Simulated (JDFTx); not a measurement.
Crystal: W.

```xyz
1
Lattice="-1.5823 1.5823 1.5823 1.5823 -1.5823 1.5823 1.5823 1.5823 -1.5823" Properties=species:S:1:pos:R:3 pbc="T T T"
W     0.0000    0.0000    0.0000
```

Base run:

```yaml
Program: JDFTx 1.7.0 (patched build)
Functional: PBEsol
Potentials_or_basis: PseudoDojo-SR-PBEsol-0.4.1-standard with smoothed tails
Cutoff: 1007 eV
Density_cutoff: 4027 eV
k_mesh: 12 × 12 × 12
Occupations: fermi-dirac, width 0.05 eV
Spin: no spin polarisation
```

Its results: band gap on the k mesh none (metal or under the smearing width); pressure -2.8 GPa.

Question: The run is repeated on the same cell with these changes: functional from PBEsol to LDA; potentials or basis from PseudoDojo-SR-PBEsol-0.4.1-standard with smoothed tails to PseudoDojo-SR-LDA-0.4.1-standard with smoothed tails; cutoff from 1007 eV to 952 eV; density cutoff from 4027 eV to 3810 eV. What comes out?

Answer: Band gap on the k mesh none (metal or under the smearing width); pressure -9.8 GPa.

Caveats: the empty levels aren't tightly converged (some runs).
